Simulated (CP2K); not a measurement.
**Al: equation of state with LDA**

**What was measured.**

From “The interpretation of polycrystalline coherent inelastic neutron scattering from aluminium”, 2013, pmc:3831299, for a bulk crystal of Al: bulk modulus 76.9 GPa.

Al:

```
Al
1.0
     2.86351    0.00000    0.00000
     1.43175    2.47987    0.00000
     1.43175    0.82662    2.33804
Al
1
Direct
  0.00000 0.00000 0.00000
```

```
Program             : CP2K 2026.2
Task                : equation of state
Functional          : LDA
Potentials or basis : GTH_POTENTIALS Al GTH-PADE-q3; TZVP-MOLOPT-PBE-GTH basis
Density cutoff      : 6123 eV
k mesh              : 11 × 11 × 11
Occupations         : fermi-dirac, width 0.1 eV
Spin                : no spin polarisation
```

```yaml
Equilibrium_volume: 15.69 Å³/atom
Bulk_modulus: 87 GPa
Pressure_derivative_of_the_bulk_modulus: 4.9
```

Energy against volume, from the lowest point:
```tsv
volume (Å³/atom)	energy (meV/atom)
15.607	0.00
15.939	0.88
16.271	5.28
16.603	12.71
16.935	22.85
17.267	35.39
17.599	50.04
```

All runs of the series together: 3.4 min on 1 thread of Arm Neoverse V1 (shared host).

Measured bulk modulus of Al: 76.9 GPa (quoted in “The interpretation of polycrystalline coherent inelastic neutron scattering from aluminium”, 2013, pmc:3831299). This calculation gives 87 GPa (+12.7 %). The fit is for a static lattice scaled at fixed shape and fixed fractional positions.

Caveat: the basis of atomic orbitals isn't converged, which shifts pressures, moduli and gaps.
